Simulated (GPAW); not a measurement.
# Pt (Fm-3m) in GPAW: notebook

The runs below take Pt through optical spectrum, energy-loss spectrum, with PBE.

All numbers are computed with GPAW 26.7.0; they aren't measurements. Logs are shortened: lines on timing, memory, paths and dates and some standing lists are left out, and cuts for length are marked. The log counts tension as positive stress, the text compression.

## Step 1: Starting point

Symmetry: Fm-3m, No. 225, cubic system. The conventional cell has a = 3.999 Å, b = 3.999 Å, c = 3.999 Å, α = 90.00°, β = 90.00°, γ = 90.00°. Pt (site symmetry m-3m) is surrounded by 12 Pt at 2.83 Å.

## Step 2: Optical spectrum, PBE

File run.py:

```python
from ase import Atoms
from ase.dft.bandgap import bandgap
from ase.io import write
from gpaw import GPAW, PW
from gpaw.response.df import DielectricFunction

atoms = Atoms(['Pt'],
              cell=[[0.0, 1.9993587835, 1.9993587835],
                    [1.9993587835, 0.0, 1.9993587835],
                    [1.9993587835, 1.9993587835, 0.0]],
              scaled_positions=[[0.0, 0.0, 0.0]],
              pbc=True)

calc = GPAW(mode=PW(400),
            xc='PBE',
            kpts={'size': (9, 9, 9), 'gamma': True},
            occupations={'name': 'fermi-dirac', 'width': 0.05},
            nbands=17,
            convergence={'density': 1e-06},
            maxiter=150,
            txt='gpaw.txt')
atoms.calc = calc
energy = atoms.get_potential_energy()
calc.write('gs.gpw')
write('result.traj', atoms)
print(f'Energy: {energy:.6f} eV')
print('Fermi level:', round(calc.get_fermi_level(), 4), 'eV')
print(f'Gap: {bandgap(calc)[0]:.4f} eV, direct: {bandgap(calc, direct=True)[0]:.4f} eV')

dense = calc.fixed_density(kpts={'size': (29, 29, 29), 'gamma': True},
                           nbands=24, convergence={'bands': 18, 'eigenstates': 1e-7},
                           update_fermi_level=True, txt='dense.txt')
dense.write('dense.gpw', mode='all')

df = DielectricFunction('dense.gpw', frequencies={'type': 'nonlinear', 'domega0': 0.05, 'omega2': 10},
                        eta=0.1, ecut=50, nbands=18, rate='eta', txt='df.txt')
for direction in ['x']:
    df.get_dielectric_function(xc='RPA', direction=direction, filename=f'df_{direction}.csv')
```

Potentials or basis: GPAW PAW data sets (gpaw-data 1.2.1), pw.

On the command line:

```console
$ OMP_NUM_THREADS=1 python run.py
```

gpaw.txt:

```text
__  _  _
 | _ |_)|_||  |
 |__||  | ||/\| - 26.7.0

Input parameters:
  mode=PW(ecut=400.0),
  convergence={'density': 1e-06},
  kpts=MonkhorstPack(size=(9, 9, 9), gamma=True),
  maxiter=150,
  nbands=17,
  occupations=Occupations(name='fermi-dirac', width=0.05),
  xc=XC(name='PBE')

Diagonalizing LCAO Hamiltonian
Converting LCAO to pw mode

       Pt

Atoms  # Å, Bohr magnetons
|   | symbol |        x |        y |        z |    initial magnetic moments |
|---|--------|----------|----------|----------|-----------------------------|
| 0 |     Pt | 0.000000 | 0.000000 | 0.000000 | ( 0.0000,  0.0000,  0.0000) |

Unit cell  # Å
| periodic |        x |        y |        z |  lengths |    angles |
|----------|----------|----------|----------|----------|-----------|
|      yes | 0.000000 | 1.999359 | 1.999359 | 2.827520 | 60.000000 |
|      yes | 1.999359 | 0.000000 | 1.999359 | 2.827520 | 60.000000 |
|      yes | 1.999359 | 1.999359 | 0.000000 | 2.827520 | 60.000000 |

Number of symmetries: 48
Symmetry operations  # r_c * U_cc + t_c -> r_c
|    | kind |            matrix            |
|----|------|------------------------------|
|  0 |  σ   |  1, 0, 0,  1, 0,-1,  1,-1, 0 |
|  1 |  C2  |  1, 0, 0,  1,-1, 0,  1, 0,-1 |
|  2 |  E   |  1, 0, 0,  0, 1, 0,  0, 0, 1 |
|  3 |  σ   |  1, 0, 0,  0, 0, 1,  0, 1, 0 |
|  4 |  C4  |  1, 0,-1,  1, 0, 0,  1,-1, 0 |
|  5 |  S6  |  1, 0,-1,  1,-1, 0,  1, 0, 0 |
|  6 |  σ   |  1, 0,-1,  0, 1,-1,  0, 0,-1 |
|  7 |  C3  |  1, 0,-1,  0, 0,-1,  0, 1,-1 |
|  8 |  S6  |  1,-1, 0,  1, 0, 0,  1, 0,-1 |
|  9 |  C4  |  1,-1, 0,  1, 0,-1,  1, 0, 0 |
| 10 |  C3  |  1,-1, 0,  0,-1, 1,  0,-1, 0 |
| 11 |  σ   |  1,-1, 0,  0,-1, 0,  0,-1, 1 |
| 12 |  σ   |  0, 1, 0,  1, 0, 0,  0, 0, 1 |
| 13 |  C4  |  0, 1, 0,  0, 1,-1, -1, 1, 0 |
| 14 |  C3  |  0, 1, 0,  0, 0, 1,  1, 0, 0 |
| 15 |  S6  |  0, 1, 0, -1, 1, 0,  0, 1,-1 |
| 16 |  C2  |  0, 1,-1,  1, 0,-1,  0, 0,-1 |
| 17 |  σ   |  0, 1,-1,  0, 1, 0, -1, 1, 0 |
| 18 |  S4  |  0, 1,-1,  0, 0,-1,  1, 0,-1 |
| 19 |  C4  |  0, 1,-1, -1, 1, 0,  0, 1, 0 |
| 20 |  C3  |  0, 0, 1,  1, 0, 0,  0, 1, 0 |
| 21 |  σ   |  0, 0, 1,  0, 1, 0,  1, 0, 0 |
| 22 |  S6  |  0, 0, 1,  0,-1, 1, -1, 0, 1 |
| 23 |  C4  |  0, 0, 1, -1, 0, 1,  0,-1, 1 |
| 24 |  S4  |  0, 0,-1,  1, 0,-1,  0, 1,-1 |
| 25 |  C3  |  0, 0,-1,  0, 1,-1,  1, 0,-1 |
| 26 |  C2  |  0, 0,-1,  0,-1, 0, -1, 0, 0 |
| 27 |  S6  |  0, 0,-1, -1, 0, 0,  0,-1, 0 |
| 28 |  S4  |  0,-1, 1,  1,-1, 0,  0,-1, 0 |
| 29 |  C4  |  0,-1, 1,  0, 0, 1, -1, 0, 1 |
| 30 |  C2  |  0,-1, 1,  0,-1, 0,  1,-1, 0 |
| 31 |  σ   |  0,-1, 1, -1, 0, 1,  0, 0, 1 |
| 32 |  C3  |  0,-1, 0,  1,-1, 0,  0,-1, 1 |
| 33 |  S6  |  0,-1, 0,  0, 0,-1, -1, 0, 0 |
| 34 |  S4  |  0,-1, 0,  0,-1, 1,  1,-1, 0 |
| 35 |  C2  |  0,-1, 0, -1, 0, 0,  0, 0,-1 |
| 36 |  C2  | -1, 1, 0,  0, 1, 0,  0, 1,-1 |
| 37 |  S6  | -1, 1, 0,  0, 1,-1,  0, 1, 0 |
| 38 |  S4  | -1, 1, 0, -1, 0, 1, -1, 0, 0 |
| 39 |  C3  | -1, 1, 0, -1, 0, 0, -1, 0, 1 |
| 40 |  S6  | -1, 0, 1,  0, 0, 1,  0,-1, 1 |
| 41 |  C2  | -1, 0, 1,  0,-1, 1,  0, 0, 1 |
| 42 |  C3  | -1, 0, 1, -1, 1, 0, -1, 0, 0 |
| 43 |  S4  | -1, 0, 1, -1, 0, 0, -1, 1, 0 |
| 44 |  C2  | -1, 0, 0,  0, 0,-1,  0,-1, 0 |
| 45 |  i   | -1, 0, 0,  0,-1, 0,  0, 0,-1 |
| 46 |  σ   | -1, 0, 0, -1, 1, 0, -1, 0, 1 |
| 47 |  C2  | -1, 0, 0, -1, 0, 1, -1, 1, 0 |

BZ-sampling:
  Number of BZ points: 729
  Number of IBZ points: 35

  Monkhorst-Pack size: [9, 9, 9]
  Monkhorst-Pack shift: [0, 0, 0]

K-points  # in reciprocal-cell coordinates
|     |                                coordinates |     weight |
|-----|--------------------------------------------|------------|
|   0 | (  0.00000000,   0.00000000,   0.00000000) | 0.00137174 |
|   1 | (  0.11111111,   0.11111111,   0.00000000) | 0.00823045 |
|   2 | (  0.11111111,   0.11111111,   0.11111111) | 0.01097394 |
|   3 | (  0.22222222,   0.11111111,   0.11111111) | 0.01646091 |
|   4 | (  0.22222222,   0.22222222,   0.00000000) | 0.00823045 |
|   5 | (  0.22222222,   0.22222222,   0.11111111) | 0.03292181 |
|   6 | (  0.22222222,   0.22222222,   0.22222222) | 0.01097394 |
|   7 | (  0.33333333,   0.22222222,   0.11111111) | 0.03292181 |
|   8 | (  0.33333333,   0.22222222,   0.22222222) | 0.03292181 |
|   9 | (  0.33333333,   0.33333333,  -0.33333333) | 0.01646091 |
| ... |                                            |            |
|  34 | (  0.44444444,   0.44444444,   0.44444444) | 0.01097394 |

Plane wave coefficients: 303
Cutoff: 400.0 eV

Spin-components: 1 (collinear spins)
Bands:           17
Projectors:      6
Spin-degeneracy: 2
Datatype:        complex128

Parallelization:
  kpt:    1
  domain: 1
  band:   1

Density:
  Valence electrons: 16.0
  Components: 1
  Grid points: [14 14 14]
  Charge: 0.0  # |e|

Potential:
  Grid points: [14 14 14]

species:
  Pt:
    name:    Platinum
    Z:       78.0
    valence: 16
    core:    62
    charge:  0.0  # [|e|]
    compensation charges:
      type: gauss
      rc: 0.41  # [Å]
      lmax: 2
    cutoffs:
      filter: 2.26  # [Å]
      core: 2.26  # [Å]
    projectors
    | kind |    occ | energy [eV] | rcut [Å] |
    |------|--------|-------------|----------|
    |   6s |  1.000 |      -5.628 |    1.307 |
    |   5p |  6.000 |     -56.051 |    1.371 |
    |   6p |  0.000 |      -0.845 |    1.371 |
    |   5d |  9.000 |      -6.153 |    1.307 |
    |    s |        |      21.583 |    1.307 |
    |    d |        |      21.058 |    1.307 |

    Using partial waves for Pt as LCAO basis

Reference energy: -500375.362767  # eV

eigensolver:
  PPCG
  Converge bands: occupied
  niter=2

density mixing:
  MSR1-Mixer
  Pratt-step length: 0.05
  Maximum mixing coefficient: 0.75
  Old densities: 10
  SVD Regularization: 0.005
  Good broyden scale: 1.0
  Trust region scale: 1.0
  Backstep threshold: 4.0
  History deletion threshold: 6.0
  Fourier metric: weight=20.0, sigma=0.015

occupation numbers:
  Fermi-Dirac:
    width: 0.0500  # eV

poisson solver:
  ecut: 3200.0  # eV

xc functional:
  name: PBE with 2 nearest neighbor stencil

convergence criteria:
- Maximum integral of absolute [dens]ity change: 1e-06 electrons / valence electron
- Maximum [total energy] change in last 3 cyles: 0.0005 eV / valence electron
- Maximum integral of absolute [eigenst]ate change: 4e-08 eV^2 / valence electron
maximum number of iterations: 150

SCF iterations
|iter     | |      energy | eigst |  dens |
|---------|-|-------------|-------|-------|
|iter:   1| |   -6.850863 | -0.11 |       |
|iter:   2| |   -6.762077 | -3.03 | -1.20 |
|iter:   3| |   -6.429354 | -2.33 | -1.25 |
|iter:   4| |   -6.427909 | -3.85 | -2.23 |
|iter:   5| |   -6.427965c| -3.70 | -2.50 |
|iter:   6| |   -6.427966c| -6.01 | -3.63 |
|iter:   7| |   -6.427967c| -6.53 | -3.83 |
|iter:   8| |   -6.427968c| -7.70c| -4.97 |
|iter:   9| |   -6.427968c| -8.20c| -5.43 |
|iter:  10| |   -6.427968c| -9.05c| -6.83c|

Converged in 10 steps
Energy contributions relative to reference atoms: (reference = -500375.362767)

Energy contributions:
  Kinetic:         -10.413324
  Coulomb:           7.887732
  Zero:             -0.512053
  External:          0.000000
  Xc:               -3.383564
  Entropy:          -0.013518
  Spinorbit:         0.000000
  ----------------------------
  Free energy:      -6.434727
  Extrapolated:     -6.427968

dipole moment: (-13.639556, -13.639556, -13.639556)  # |e|*Ang

Fermi level: 11.005
Eigenvalues  # (at kpt = [0.000, 0.000, 0.000])
| band index |      eig [eV] | occ [0-2] |
|------------|---------------|-----------|
|          0 |       -41.398 |     2.000 |
|          1 |       -41.398 |     2.000 |
|          2 |       -41.398 |     2.000 |
|          3 |         1.528 |     2.000 |
|          4 |         7.581 |     2.000 |
|          5 |         7.581 |     2.000 |
[... 9 lines left out ...]
|         15 |        41.605 |     0.000 |
|         16 |        41.605 |     0.000 |

No gap
No difference between direct/indirect transitions
# Writing to gs.gpw (mode='')
```

df.txt:

```text
NonLinearFrequencyDescriptor(from 0.000 to 91.452 eV, 383 points)
NonLinearFrequencyDescriptor(from 0.000 to 91.452 eV, 383 points)

Calculating chi0 body with:
    Ground state adapter containing:
    Number of spins: 1
    Number of kpoints: 24389
    Number of irreducible kpoints: 680
    Number of completely occupied states: 5
    Number of partially occupied states: 9

    Linear response parametrization:
    q_c: [0.0, 0.0, 0.0]
    Number of frequency points: 383
[... 42 lines left out ...]
    Number of spins: 1
    Number of kpoints: 24389
    Number of irreducible kpoints: 680
    Number of completely occupied states: 5
    Number of partially occupied states: 9

Symmetries of q_c:
    Direct symmetries (Uq -> q): 48
    Indirect symmetries (TUq -> q): 0
In total 48 allowed symmetries.

Integral kind: intraband
Plasma frequency:
[[7.56-0.j 0.  +0.j 0.  -0.j]
 [0.  +0.j 7.56-0.j 0.  +0.j]
 [0.  +0.j 0.  +0.j 7.56-0.j]]

Finished calculating chi0
```

Run time: 77 s. Hardware: 1 thread of Intel Xeon Platinum 8488C (Sapphire Rapids), shared host; peak memory 0.37 GiB.

What came out:

```yaml
Free_energy: -6.4347 eV
Band_gap_on_the_k_mesh: none (metal or under the smearing width)
```

Dielectric function (mean over the directions given):
```csv
energy (eV),real part,imaginary part
0.67,-107.59,104.01
1.26,-39.40,38.76
1.89,-19.88,21.11
2.54,-11.31,12.46
3.17,-7.87,9.67
3.76,-4.89,6.39
4.44,-3.30,4.83
5.01,-1.84,3.99
5.68,-0.27,3.18
6.31,1.01,4.11
6.87,-0.09,4.81
7.55,-0.17,4.61
8.16,-0.25,4.79
8.80,-0.76,4.56
9.47,-1.22,3.60
10.16,-1.12,2.75
10.78,-0.81,2.22
11.41,-0.59,2.17
12.08,-0.31,1.94
12.65,-0.24,1.86
13.36,-0.11,1.74
13.97,-0.15,1.59
14.61,-0.11,1.44
15.26,0.01,1.41
15.94,0.16,1.27
16.64,0.35,1.18
17.36,0.60,1.15
18.12,1.09,1.48
18.90,0.63,2.07
19.87,-0.50,2.24
```

Caveat: the intraband term hangs on this k mesh; the long-wavelength limit can be off by several per cent where d states take part; independent-particle spectra lack excitons.

## Step 3: Optical spectrum, PBE

This run uses another cell than the first one, of 15.08 Å³/atom, 0.943 times its volume.

File run.py:

```python
from ase.dft.bandgap import bandgap
from ase.io import read, write
from gpaw import GPAW, PW
from gpaw.response.df import DielectricFunction

atoms = read('Pt.cif')

calc = GPAW(mode=PW(500),
            xc='PBE',
            kpts={'size': (9, 9, 9), 'gamma': True},
            occupations={'name': 'fermi-dirac', 'width': 0.05},
            nbands=17,
            convergence={'density': 1e-06},
            maxiter=50,
            txt='gpaw.txt')
atoms.calc = calc
energy = atoms.get_potential_energy()
calc.write('gs.gpw')
write('result.traj', atoms)
print(f'Energy: {energy:.6f} eV')
print('Fermi level:', round(calc.get_fermi_level(), 4), 'eV')
print(f'Gap: {bandgap(calc)[0]:.4f} eV, direct: {bandgap(calc, direct=True)[0]:.4f} eV')

dense = calc.fixed_density(kpts={'size': (29, 29, 29), 'gamma': True},
                           nbands=26, convergence={'bands': 20, 'eigenstates': 1e-7},
                           update_fermi_level=True, txt='dense.txt')
dense.write('dense.gpw', mode='all')

df = DielectricFunction('dense.gpw', frequencies={'type': 'nonlinear', 'domega0': 0.02, 'omega2': 5},
                        eta=0.05, ecut=120, nbands=20, rate='eta', txt='df.txt')
for direction in ['x']:
    df.get_dielectric_function(xc='RPA', direction=direction, filename=f'df_{direction}.csv')
```

File Pt.cif:

```cif
data_Pt
_cell_length_a 2.77313137
_cell_length_b 2.77313137
_cell_length_c 2.77313137
_cell_angle_alpha 60.00000000
_cell_angle_beta 60.00000000
_cell_angle_gamma 60.00000000
_space_group_name_H-M_alt 'P1'
_space_group_name_Hall 'P 1'
_space_group_IT_number 1
loop_
_space_group_symop_operation_xyz
'x,y,z'
loop_
_atom_site_label
_atom_site_type_symbol
_atom_site_symmetry_multiplicity
_atom_site_Wyckoff_symbol
_atom_site_fract_x
_atom_site_fract_y
_atom_site_fract_z
_atom_site_occupancy
Pt1 Pt 1 a 0.0000000000 0.0000000000 0.0000000000 1
```

Potentials or basis: GPAW PAW data sets (gpaw-data 1.2.1), pw.

On the command line:

```console
$ OMP_NUM_THREADS=1 python run.py
```

gpaw.txt:

```text
__  _  _
 | _ |_)|_||  |
 |__||  | ||/\| - 26.7.0

Input parameters:
  mode=PW(ecut=500.0),
  convergence={'density': 1e-06},
  kpts=MonkhorstPack(size=(9, 9, 9), gamma=True),
  maxiter=50,
  nbands=17,
  occupations=Occupations(name='fermi-dirac', width=0.05),
  xc=XC(name='PBE')

Diagonalizing LCAO Hamiltonian
Converting LCAO to pw mode

       Pt

Atoms  # Å, Bohr magnetons
|   | symbol |        x |        y |        z |    initial magnetic moments |
|---|--------|----------|----------|----------|-----------------------------|
| 0 |     Pt | 0.000000 | 0.000000 | 0.000000 | ( 0.0000,  0.0000,  0.0000) |

Unit cell  # Å
| periodic |        x |        y |        z |  lengths |    angles |
|----------|----------|----------|----------|----------|-----------|
|      yes | 2.773131 | 0.000000 | 0.000000 | 2.773131 | 60.000000 |
|      yes | 1.386566 | 2.401602 | 0.000000 | 2.773131 | 60.000000 |
|      yes | 1.386566 | 0.800534 | 2.264252 | 2.773131 | 60.000000 |

Number of symmetries: 48
Symmetry operations  # r_c * U_cc + t_c -> r_c
|    | kind |            matrix            |
|----|------|------------------------------|
|  0 |  σ   |  1, 0, 0,  1, 0,-1,  1,-1, 0 |
|  1 |  C2  |  1, 0, 0,  1,-1, 0,  1, 0,-1 |
|  2 |  E   |  1, 0, 0,  0, 1, 0,  0, 0, 1 |
|  3 |  σ   |  1, 0, 0,  0, 0, 1,  0, 1, 0 |
|  4 |  C4  |  1, 0,-1,  1, 0, 0,  1,-1, 0 |
|  5 |  S6  |  1, 0,-1,  1,-1, 0,  1, 0, 0 |
|  6 |  σ   |  1, 0,-1,  0, 1,-1,  0, 0,-1 |
|  7 |  C3  |  1, 0,-1,  0, 0,-1,  0, 1,-1 |
|  8 |  S6  |  1,-1, 0,  1, 0, 0,  1, 0,-1 |
|  9 |  C4  |  1,-1, 0,  1, 0,-1,  1, 0, 0 |
| 10 |  C3  |  1,-1, 0,  0,-1, 1,  0,-1, 0 |
| 11 |  σ   |  1,-1, 0,  0,-1, 0,  0,-1, 1 |
[... 118 lines left out ...]
  Pratt-step length: 0.05
  Maximum mixing coefficient: 0.75
  Old densities: 10
  SVD Regularization: 0.005
  Good broyden scale: 1.0
  Trust region scale: 1.0
  Backstep threshold: 4.0
  History deletion threshold: 6.0
  Fourier metric: weight=20.0, sigma=0.015

occupation numbers:
  Fermi-Dirac:
    width: 0.0500  # eV

poisson solver:
  ecut: 4000.0  # eV

xc functional:
  name: PBE with 2 nearest neighbor stencil

convergence criteria:
- Maximum integral of absolute [dens]ity change: 1e-06 electrons / valence electron
- Maximum [total energy] change in last 3 cyles: 0.0005 eV / valence electron
- Maximum integral of absolute [eigenst]ate change: 4e-08 eV^2 / valence electron
maximum number of iterations: 50

SCF iterations
|iter     | |      energy | eigst |  dens |
|---------|-|-------------|-------|-------|
|iter:   1| |   -6.872545 | +0.05 |       |
|iter:   2| |   -6.786842 | -3.01 | -1.20 |
|iter:   3| |   -6.455194 | -2.34 | -1.25 |
|iter:   4| |   -6.452433 | -3.61 | -2.16 |
|iter:   5| |   -6.452422c| -3.56 | -2.52 |
|iter:   6| |   -6.452424c| -6.01 | -3.63 |
|iter:   7| |   -6.452425c| -6.42 | -3.81 |
|iter:   8| |   -6.452425c| -7.54c| -4.97 |
|iter:   9| |   -6.452425c| -8.06c| -5.53 |
|iter:  10| |   -6.452425c| -8.96c| -6.50c|

Converged in 10 steps
Energy contributions relative to reference atoms: (reference = -500375.362767)

Energy contributions:
  Kinetic:          -3.990656
  Coulomb:           2.414904
  Zero:             -0.544362
  External:          0.000000
  Xc:               -4.326400
  Entropy:          -0.011822
  Spinorbit:         0.000000
  ----------------------------
  Free energy:      -6.458336
  Extrapolated:     -6.452425

dipole moment: (-18.941596, -10.935936, -7.732874)  # |e|*Ang

Fermi level: 12.140
Eigenvalues  # (at kpt = [0.000, 0.000, 0.000])
| band index |      eig [eV] | occ [0-2] |
|------------|---------------|-----------|
|          0 |       -40.438 |     2.000 |
|          1 |       -40.438 |     2.000 |
|          2 |       -40.438 |     2.000 |
|          3 |         2.027 |     2.000 |
|          4 |         8.369 |     2.000 |
|          5 |         8.369 |     2.000 |
[... 9 lines left out ...]
|         15 |        43.948 |     0.000 |
|         16 |        43.948 |     0.000 |

No gap
No difference between direct/indirect transitions
# Writing to gs.gpw (mode='')
```

It took 2 min on 1 thread of Arm Neoverse V1, shared host; peak memory 0.49 GiB.

Results:

```yaml
Free_energy: -6.4583 eV
Band_gap_on_the_k_mesh: none (metal or under the smearing width)
```

Dielectric function (mean over the directions given):
```
energy (eV)  real part  imaginary part
       0.63    -127.37           92.18
       1.26     -39.29           40.01
       1.90     -19.70           21.29
       2.51     -13.40           13.66
       3.28      -6.63            9.14
       3.89      -6.26            5.01
       4.54      -4.17            4.65
       5.17      -3.10            3.69
       5.89      -1.15            2.73
       6.54       0.36            3.43
       7.17       0.64            4.30
       7.91       0.83            3.89
       8.54       0.69            3.91
       9.14      -0.42            5.21
       9.77      -1.44            3.75
      10.52      -1.07            3.05
      11.16      -0.94            2.22
      11.77      -0.63            2.41
      12.41      -0.49            1.98
      13.18      -0.16            1.81
      13.81      -0.09            1.82
      14.46      -0.10            1.71
      15.16      -0.10            1.49
      15.78      -0.03            1.53
      16.44       0.19            1.31
      17.12       0.40            1.19
      17.84       0.67            1.21
      18.47       1.14            1.59
      19.12       0.64            2.12
      19.95       0.18            2.25
```

Caveat: the intraband term hangs on this k mesh; the long-wavelength limit can be off by several per cent where d states take part; independent-particle spectra lack excitons. The run has no spin-orbit coupling, so splittings on Pt are missing.

(Part 1 of 2 ends here.)
